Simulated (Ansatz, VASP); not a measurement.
**Ir in VASP and in Ansatz**

```
Ir
1.0
     0.00000    1.90274    1.90274
     1.90274    0.00000    1.90274
     1.90274    1.90274    0.00000
Ir
1
Direct
  0.00000 0.00000 0.00000
```

Change from the starting cell: volume scaled by 0.98.

Alike in both runs: task single point; functional PBEsol; k mesh 12 × 12 × 12; occupations fermi-dirac, width 0.05 eV; no spin polarisation.

|  | VASP | Ansatz |
| --- | --- | --- |
| version | VASP 6.6.1 | Ansatz 0.2.0 |
| potentials or method | VASP PAW PBE potentials, release 64 (Ir) | Ansatz PAW |
| plane-wave cutoff (eV) | 520 | 420 |
| valence electrons in the cell | 9 | 17 |

Ansatz gave:

- gap on the k mesh at the Fermi level (eV): none
- pressure (GPa): 7.5

Which values does VASP return?

gap on the k mesh at the Fermi level (eV): none; pressure (GPa): 8.6.

A gap of «none» marks a metal or a gap that the smearing closes. The two sets of potentials don't hold the same shells in valence.

Caveats: the PAW data sets were made with another functional, which shifts forces and pressure a little (VASP); the PAW data sets come from PBE, with cores solved anew for the run's functional, which leaves a small shift of forces and pressure (Ansatz). The runs have no spin-orbit coupling, so splittings on Ir are missing.
